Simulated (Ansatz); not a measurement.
Crystal: BaS.

```
Ba S
1.0
     0.00000    3.19375    3.19375
     3.19375    0.00000    3.19375
     3.19375    3.19375    0.00000
Ba S
1 1
Direct
  0.00000 0.00000 0.00000
  0.50000 0.50000 0.50000
```

Base run:

```yaml
Program: Ansatz 0.2.0
Functional: LDA
Potentials_or_basis: Ansatz PAW
Cutoff: "420 eV (not typed: the program's choice for these potentials)"
k_mesh: 7 × 7 × 7
Occupations: fixed
Spin: no spin polarisation
```

Its results: band gap on the k mesh 2.07 eV, indirect (least direct gap 2.18 eV); electronic dielectric tensor (diagonal) 4.97.

Task: The run is repeated on the same cell with these changes: functional from LDA to PBE. What comes out?

Result: Band gap on the k mesh 2.26 eV, indirect (least direct gap 2.38 eV); electronic dielectric tensor (diagonal) 4.79.

Caveats: odd divisions of the mesh miss points on the zone boundary, where band edges often lie, so the gap on the mesh can be too wide; spin-orbit coupling is left out, which moves the levels of the heavy elements.

A k mesh can miss the band edges.
